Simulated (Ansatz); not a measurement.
TiB:

```
CELL_PARAMETERS angstrom
6.12000 0.00000 0.00000
0.00000 3.06000 0.00000
0.00000 0.00000 4.56000
ATOMIC_POSITIONS crystal
Ti 0.67700 0.25000 0.37700
Ti 0.32300 0.75000 0.62300
Ti 0.82300 0.75000 0.87700
Ti 0.17700 0.25000 0.12300
B 0.52900 0.25000 0.89700
B 0.47100 0.75000 0.10300
B 0.97100 0.75000 0.39700
B 0.02900 0.25000 0.60300
```

Base run:

| Quantity | Value |
| --- | --- |
| Program | Ansatz 0.2.0 |
| Functional | PBEsol |
| Potentials or basis | Ansatz PAW |
| Cutoff | 420 eV (not typed: the program's choice for these potentials) |
| k mesh | 5 × 9 × 6 |
| Occupations | fermi-dirac, width 0.05 eV |
| Spin | no spin polarisation |
| Hubbard terms | Ti d U = 3 eV |

Its results: band gap on the k mesh none (metal or under the smearing width); pressure -2.9 GPa; largest force 0.225 eV/Å.

Task: The run is repeated on the same cell with these changes: hubbard terms from Ti d U = 3 eV to Ti d U = 6 eV. What comes out?

Result: Band gap on the k mesh none (metal or under the smearing width); pressure 0.4 GPa; largest force 0.187 eV/Å.

Caveats: U without spin polarisation on a metal has little footing; the PAW data sets come from PBE, with cores solved anew for the run's functional, which leaves a small shift of forces and pressure; the U is typed as a test and isn't derived for this compound.
